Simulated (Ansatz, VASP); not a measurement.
## HfC in VASP and in Ansatz

```
CELL_PARAMETERS angstrom
-2.43403 2.43403 1.32871
2.43403 -2.43403 1.32871
2.43403 2.43403 -1.32871
ATOMIC_POSITIONS crystal
Hf 0.25000 0.75000 0.50000
C 0.00000 0.00000 0.00000
```

Alike in both runs: task relaxation of cell and atoms; functional PBE; k mesh 8 × 8 × 8; occupations gaussian, width 0.1 eV; no spin polarisation.

|  | VASP | Ansatz |
| --- | --- | --- |
| version | VASP 6.6.1 | Ansatz 0.2.0 |
| potentials or method | VASP PAW PBE potentials, release 64 (Hf_pv, C) | scalar-relativistic, plane waves, PAW |
| plane-wave cutoff (eV) | 600 | 420 |
| valence electrons in the cell | 14 | 30 |

```tsv
	VASP	Ansatz	Ansatz less VASP
relaxed volume (Å³/atom)	14.22	14.44	+0.216
relaxed cell length with the largest relative difference (Å)	3.345	3.357	+0.0127
energy change over the relaxation (meV/atom)	-973	-967	+5.8
```

The two sets of potentials don't hold the same shells in valence.

The runs have no spin-orbit coupling, so splittings on Hf are missing.
